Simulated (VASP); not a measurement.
# Ge (Fd-3m) in VASP: notebook

Runs on Ge. Level: r2SCAN. Tasks: relaxation of cell and atoms, single point.

Everything below comes from runs of VASP 6.6.1. Logs are shortened: lines on timing, memory, paths and dates and some standing lists are left out, and cuts for length are marked.

**Measured values to compare with.**

From “Electronic and optical properties of SixGe1-x-ySny alloys lattice-matched to Ge”, 2021, arxiv:2109.02782, for a bulk crystal of Ge at 293 K: band gap 0.666 eV (indirect).

How close the calculation comes is told below.

## (1) Starting point

The structure is cubic, space group Fd-3m (No. 227). Conventional cell: a = 5.658 Å, b = 5.658 Å, c = 5.658 Å, α = 90.00°, β = 90.00°, γ = 90.00°. Around Ge (site symmetry -43m) lie 4 Ge at 2.45 Å.

## (2) Relaxation of cell and atoms, r2SCAN

Input file INCAR:

```
SYSTEM = Ge
ALGO     = Normal         ! electronic algorithm
EDIFF    = 1E-7           ! SCF threshold, eV
EDIFFG   = -0.002         ! ionic threshold
ENCUT    = 520            ! plane-wave cutoff, eV
IBRION   = 2              ! ionic algorithm
ISIF     = 3              ! what is computed and relaxed
ISMEAR   = 0              ! smearing method
LASPH    = .True.         ! aspherical terms in the spheres
LCHARG   = .False.        ! write CHGCAR
LMIXTAU  = .True.       
LREAL    = .False.        ! projectors in reciprocal space
LWAVE    = .False.        ! write WAVECAR
METAGGA  = R2SCAN         ! meta-GGA
NELM     = 60             ! most SCF steps
NSW      = 80             ! ionic steps
PREC     = Accurate       ! precision mode
SIGMA    = 0.02           ! smearing width, eV
```

Input file KPOINTS:

```
k-points
0
Gamma
  10 10 10
  0 0 0
```

Input file POSCAR:

```
Ge
1.0
    0.0000000000      2.8289100000      2.8289100000
    2.8289100000      0.0000000000      2.8289100000
    2.8289100000      2.8289100000      0.0000000000
Ge
2
Direct
    0.0000000000      0.0000000000      0.0000000000
    0.2500000000      0.2500000000      0.2500000000
```

Potentials or basis: VASP PAW PBE potentials, release 64 (Ge_d).

On the command line:

```console
$ cat potpaw_PBE.64/Ge_d/POTCAR > POTCAR
$ mpirun -np 1 vasp_std > vasp.out
```

OUTCAR:

```text
SYSTEM = Ge
   EDIFF = 1E-7
   EDIFFG = -0.002
   ENCUT = 520
   IBRION = 2
   ISIF = 3
   ISMEAR = 0
   LASPH = .True.
   LREAL = .False.
   METAGGA = R2SCAN
   NELM = 60
   NSW = 80
   PREC = Accurate

 ion  position               nearest neighbor table
   1  0.000  0.000  0.000-   2 2.45   2 2.45   2 2.45   2 2.45
   2  0.250  0.250  0.250-   1 2.45   1 2.45   1 2.45   1 2.45

  LATTYP: Found a face centered cubic cell.
 ALAT       =     5.6578200000

  Lattice vectors:

 A1 = (   0.0000000000,   2.8289100000,   2.8289100000)
 A2 = (   2.8289100000,   0.0000000000,   2.8289100000)
 A3 = (   2.8289100000,   2.8289100000,   0.0000000000)

Analysis of symmetry for initial positions (statically):
=====================================================================
 Subroutine PRICEL returns:
 Original cell was already a primitive cell.

 Routine SETGRP: Setting up the symmetry group for a
 face centered cubic supercell.

 Subroutine GETGRP returns: Found 48 space group operations
 (whereof 24 operations were pure point group operations)
 out of a pool of 48 trial point group operations.

The static configuration has the point symmetry T_d .
 The point group associated with its full space group is O_h .

Analysis of symmetry for dynamics (positions and initial velocities):
=====================================================================
 Subroutine PRICEL returns:
 Original cell was already a primitive cell.

 Routine SETGRP: Setting up the symmetry group for a
 face centered cubic supercell.

 Subroutine GETGRP returns: Found 48 space group operations
 (whereof 24 operations were pure point group operations)
 out of a pool of 48 trial point group operations.

The dynamic configuration has the point symmetry T_d .
 The point group associated with its full space group is O_h .

 Subroutine INISYM returns: Found 48 space group operations
 (whereof 24 operations are pure point group operations),
 and found     1 'primitive' translations

----------------------------------------------------------------------------------------

                                     Primitive cell

  volume of cell :      45.2780

  direct lattice vectors                    reciprocal lattice vectors
     0.000000000  2.828910000  2.828910000    -0.176746521  0.176746521  0.176746521
     2.828910000  0.000000000  2.828910000     0.176746521 -0.176746521  0.176746521
     2.828910000  2.828910000  0.000000000     0.176746521  0.176746521 -0.176746521

  length of vectors
[... 95 lines left out ...]
   EMIN   =  10.00;   EMAX   =-10.00  energy-range for DOS
   EFERMI =   0.00;   METHOD = LEGACY
   ISMEAR =     0;   SIGMA  =   0.02  broadening in eV -4-tet -1-fermi 0-gaus
   EFERMI_NEDOS =   21; number of points for ismear=-14 and -15
   IALGO  =     38    algorithm
   IMIX   =      4    mixing-type and parameters
     AMIX     =   0.40;   BMIX     =  1.00
     AMIX_MAG =   1.60;   BMIX_MAG =  1.00
  volume/ion in A,a.u.               =      22.64       152.78
  Fermi-wavevector in a.u.,A,eV,Ry     =   1.394756  2.635708 26.468033  1.945346
  Thomas-Fermi vector in A             =   2.518275
   LORBIT       =      0    0 simple, 1 ext, 2 COOP (PROOUT), +10 PAW based schemes
   METAGGA = R2SCAN    functional components
   LHFCALC =     F    Hartree Fock is set to
   AEXX    =    0.0000 exact exchange contribution
   IVDW    =     0    specifies the selected vdW correction
   LEPSILON=     F    determine dielectric tensor
   LRPA    =     F    only Hartree local field effects (RPA)
 conjugate gradient relaxation of ions
 non-spin polarized calculation
 Gauss-broadening in eV      SIGMA  =   0.02
  energy-cutoff  :      520.00
  volume of cell :       45.28
 maximum number of plane-waves:      1243
 NGX is ok and might be reduce to    30
   NGX = 15   NGY = 15   NGZ = 15

--------------------------------------- Ionic step        1  -------------------------------------------

 number of electron      28.0000022 magnetization

 Free energy of the ion-electron system (eV)
  ---------------------------------------------------
  ext. energy  EPLUGINS =         0.00000000
  ---------------------------------------------------
  free energy    TOTEN  =       -27.74150197 eV

  energy without entropy =      -27.74150197  energy(sigma->0) =      -27.74150197

------------------------ aborting loop because EDIFF is reached ----------------------------------------

  FORCE on cell =-STRESS in cart. coord.  units (eV):
  Direction    XX          YY          ZZ          XY          YZ          ZX
  --------------------------------------------------------------------------------------
  -------------------------------------------------------------------------------------
  Total        0.1946954      0.1946954      0.1946954      0.0000000      0.0000000      0.0000000
  in kB        6.8893615      6.8893615      6.8893615      0.0000000      0.0000000      0.0000000
  external PRESSURE =       6.8893615 kB  Pullay stress =       0.0000000 kB
[... 95 lines left out ...]
--------------------------------------- Ionic step        4  -------------------------------------------

 number of electron      28.0000014 magnetization

 Free energy of the ion-electron system (eV)
  ---------------------------------------------------
  ext. energy  EPLUGINS =         0.00000000
  ---------------------------------------------------
  free energy    TOTEN  =       -27.74235581 eV

  energy without entropy =      -27.74235581  energy(sigma->0) =      -27.74235581

 E-fermi :   4.9140     XC(G=0): -10.7712

 val. band max:        4.7106901374   @ k =   0.0000   0.0000   0.0000
 cond. band min:       5.0254718814   @ k =   0.0000   0.0000   0.0000
 fundamental gap:      0.3147817441
 Fermi energy:         4.9139904495

 k-point     1 :       0.0000    0.0000    0.0000
  band No.  band energies     occupation
      1     -20.7713      2.00000
      2     -20.7713      2.00000
      3     -20.7713      2.00000
      4     -20.7326      2.00000
      5     -20.7326      2.00000
      6     -20.5201      2.00000
[... 481 lines left out ...]
      5     -20.6490      2.00000
      6     -20.6232      2.00000
[... 10 lines left out ...]
     17      11.8000      0.00000
     18      12.3302      0.00000

 [... further k-points ...]

------------------------ aborting loop because EDIFF is reached ----------------------------------------

  FORCE on cell =-STRESS in cart. coord.  units (eV):
  Direction    XX          YY          ZZ          XY          YZ          ZX
  --------------------------------------------------------------------------------------
  -------------------------------------------------------------------------------------
  Total        0.0019539      0.0019539      0.0019539     -0.0000000      0.0000000     -0.0000000
  in kB        0.0685019      0.0685019      0.0685019     -0.0000000      0.0000000     -0.0000000
  external PRESSURE =       0.0685019 kB  Pullay stress =       0.0000000 kB
[... 17 lines left out ...]
  FREE ENERGIE OF THE ION-ELECTRON SYSTEM (eV)
  ---------------------------------------------------
  free  energy   TOTEN  =       -27.7423558076 eV

  energy  without entropy=      -27.7423558076  energy(sigma->0) =      -27.74235581

 reached required accuracy - stopping structural energy minimisation
```

Run time: 4.1 min. Hardware: 1 thread of Intel Xeon 6975P-C (Granite Rapids), shared host; peak memory 0.19 GiB.

What came out:

```
Free energy                            : -27.7424 eV
Relaxed volume                         : 22.85 Å³/atom
Relaxed cell                           : a = 4.013 Å, b = 4.013 Å, c = 4.013 Å, α = 60.00°, β = 60.00°, γ = 60.00°
Space group after relaxing (to 0.05 Å) : Fd-3m (No. 227)
Energy gained by relaxing              : 0.4 meV/atom
Ionic steps                            : 4
Pressure after relaxing                : 0.0 GPa
Band gap on the k mesh                 : 0.31 eV, direct
```

The path:
```tsv
step	energy change (eV)	largest force (eV/Å)	pressure (GPa)	volume (Å³)
1	0.0000	0.0000	0.69	45.28
2	-0.0006	0.0000	-0.26	45.92
3	-0.0009	0.0000	0.02	45.68
4	-0.0009	0.0000	0.01	45.70
```

Final structure:
```yaml
crystal:
  lattice:
    - [0.00000, 2.83764, 2.83764]
    - [2.83764, 0.00000, 2.83764]
    - [2.83764, 2.83764, 0.00000]
  atoms:
    - { symbol: Ge, position: [0.00000, 0.00000, 0.00000] }
    - { symbol: Ge, position: [0.25000, 0.25000, 0.25000] }
```

Caveat: the PAW data sets were made with another functional, which shifts forces and pressure a little. Zero-point motion and thermal expansion aren't in these numbers.

## (3) Relaxation of cell and atoms, r2SCAN

This run uses another cell than the first one, of 22.85 Å³/atom, 1.009 times its volume.

INCAR is that of step 2.

KPOINTS is that of step 2.

Input file POSCAR:

```
Ge                                      
1.0
    0.0000000000      2.8376393290      2.8376393290
    2.8376393290      0.0000000000      2.8376393290
    2.8376393290      2.8376393290      0.0000000000
  Ge            
     2
Direct
     0.0000000000000000    1.0000000000000000    0.0000000000000000
     0.2500000000000000    0.2500000000000000    0.2500000000000000
```

Potentials or basis: VASP PAW PBE potentials, release 64 (Ge_d).

On the command line:

```console
$ cat potpaw_PBE.64/Ge_d/POTCAR > POTCAR
$ mpirun -np 1 vasp_std > vasp.out
```

Run time: 2.9 min. Hardware: 1 thread of Intel Xeon 6975P-C (Granite Rapids), shared host; peak memory 0.18 GiB.

Results (log left out):

```
Free energy                            : -27.7426 eV
Relaxed volume                         : 22.86 Å³/atom
Relaxed cell                           : a = 4.013 Å, b = 4.013 Å, c = 4.013 Å, α = 60.00°, β = 60.00°, γ = 60.00°
Space group after relaxing (to 0.05 Å) : Fd-3m (No. 227)
Energy gained by relaxing              : 0.0 meV/atom
Ionic steps                            : 3
Pressure after relaxing                : 0.0 GPa
Band gap on the k mesh                 : 0.31 eV, direct
```

Final structure:
```
CELL_PARAMETERS angstrom
0.00000 2.83791 2.83791
2.83791 0.00000 2.83791
2.83791 2.83791 0.00000
ATOMIC_POSITIONS crystal
Ge 0.00000 0.00000 0.00000
Ge 0.25000 0.25000 0.25000
```

Levels at points of the mesh, in eV from the valence-band top:
```tsv
k point	band 12	band 13	band 14	band 15	band 16	band 17
(0.00, 0.00, 0.00)	0.00	0.00	0.00	0.31	2.71	2.71
(0.50, 0.00, 0.00)	-7.82	-1.47	-1.47	0.41	3.99	3.99
(0.50, 0.50, 0.00)	-9.18	-3.19	-3.19	0.98	0.98	10.02
```

Caveat: the PAW data sets were made with another functional, which shifts forces and pressure a little. A k mesh can miss the band edges.

## (4) Single point, r2SCAN

This run uses another cell than the first one, of 22.86 Å³/atom, 1.010 times its volume.

Input file INCAR:

```
SYSTEM = Ge
ALGO     = Normal         ! electronic algorithm
EDIFF    = 1E-7           ! SCF threshold, eV
ENCUT    = 520            ! plane-wave cutoff, eV
ISIF     = 2              ! what is computed and relaxed
ISMEAR   = 0              ! smearing method
LASPH    = .True.         ! aspherical terms in the spheres
LCHARG   = .False.        ! write CHGCAR
LMIXTAU  = .True.       
LREAL    = .False.        ! projectors in reciprocal space
LWAVE    = .False.        ! write WAVECAR
METAGGA  = R2SCAN         ! meta-GGA
NBANDS   = 21             ! bands
NELM     = 60             ! most SCF steps
PREC     = Accurate       ! precision mode
SIGMA    = 0.02           ! smearing width, eV
```

KPOINTS is that of step 3.

Input file POSCAR:

```
Ge                                      
1.0
    0.0000000000      2.8379084721      2.8379084721
    2.8379084721      0.0000000000      2.8379084721
    2.8379084721      2.8379084721     -0.0000000000
  Ge            
     2
Direct
     0.0000000000000000    0.0000000000000000    0.0000000000000000
     0.2500000000000000    0.2500000000000000    0.2500000000000000
```

On the command line:

```console
$ cat potpaw_PBE.64/Ge_d/POTCAR > POTCAR
$ mpirun -np 1 vasp_std > vasp.out
```

Run time: 2.1 min. Hardware: 1 thread of Intel Xeon 6975P-C (Granite Rapids), shared host; peak memory 0.18 GiB.

It converged, with:

- Free energy: -27.7426 eV
- Pressure: 0.0 GPa
- Band gap on the k mesh: 0.31 eV, direct

Levels at points of the mesh, in eV from the valence-band top:
| k point | band 12 | band 13 | band 14 | band 15 | band 16 | band 17 |
| --- | --- | --- | --- | --- | --- | --- |
| (0.00, 0.00, 0.00) | 0.00 | 0.00 | 0.00 | 0.31 | 2.71 | 2.71 |
| (0.50, 0.00, 0.00) | -7.82 | -1.47 | -1.47 | 0.41 | 3.99 | 3.99 |
| (0.50, 0.50, 0.00) | -9.18 | -3.19 | -3.19 | 0.98 | 0.98 | 10.02 |

Caveat: the PAW data sets were made with another functional, which shifts forces and pressure a little.

## (5) Single point, r2SCAN (a relaxed cell with its volume scaled by 0.97)

INCAR is that of step 4.

KPOINTS is that of step 4.

Input file POSCAR:

```
Ge                                      
1.0
    0.0000000000      2.8092407699      2.8092407699
    2.8092407699      0.0000000000      2.8092407699
    2.8092407699      2.8092407699     -0.0000000000
  Ge            
     2
Direct
     0.0000000000000000    0.0000000000000000    0.0000000000000000
     0.2500000000000000    0.2500000000000000    0.2500000000000000
```

On the command line:

```console
$ cat potpaw_PBE.64/Ge_d/POTCAR > POTCAR
$ mpirun -np 1 vasp_std > vasp.out
```

Wall time 1.8 min (1 thread of Intel Xeon 6975P-C (Granite Rapids), shared host); peak memory 0.18 GiB.

Results (log left out):

* Free energy: -27.7324 eV
* Pressure: 2.4 GPa
* Band gap on the k mesh: 0.51 eV, indirect (least direct gap 0.61 eV)

Levels at points of the mesh, in eV from the valence-band top:
```
           k point  band 12  band 13  band 14  band 15  band 16  band 17
(0.00, 0.00, 0.00)     0.00     0.00     0.00     0.61     2.72     2.72
(0.50, 0.00, 0.00)    -7.97    -1.52    -1.52     0.51     4.01     4.01
(0.50, 0.50, 0.00)    -9.30    -3.30    -3.30     0.95     0.95    10.29
```

Caveat: the PAW data sets were made with another functional, which shifts forces and pressure a little. A k mesh can miss the band edges.

## (6) Overview

```csv
task,cell,gap on the mesh (eV),pressure (GPa)
relaxation of cell and atoms,relaxed,0.31,0.0
single point,"Fd-3m, 22.86 Å³/atom",0.31,0.0
single point,a relaxed cell with its volume scaled by 0.97,0.51,2.4
```

Alike in all rows: level r2SCAN; potentials or basis VASP PAW PBE potentials, release 64 (Ge_d); no spin polarisation; k mesh 10 × 10 × 10; cutoff (eV) 520; smearing gaussian 0.02 eV.

Caveats: the PAW data sets were made with another functional, which shifts forces and pressure a little.

Absolute energies hang on the potentials; compare differences alone.

## (7) Comparison with measurements

Step 4. Against the measured gap of Ge, 0.666 eV (indirect; 293 K; “Electronic and optical properties of SixGe1-x-ySny alloys lattice-matched to Ge”, 2021, arxiv:2109.02782), the calculated 0.31 eV is off by -0.35 eV. 3 values of this kind are on record (0.666 to 0.807 eV); this one was drawn at random among those near their median. Spin-orbit coupling on Ge is left out. The value is that of r2SCAN on a finite k mesh, which can miss the band edges, without temperature or zero-point motion.
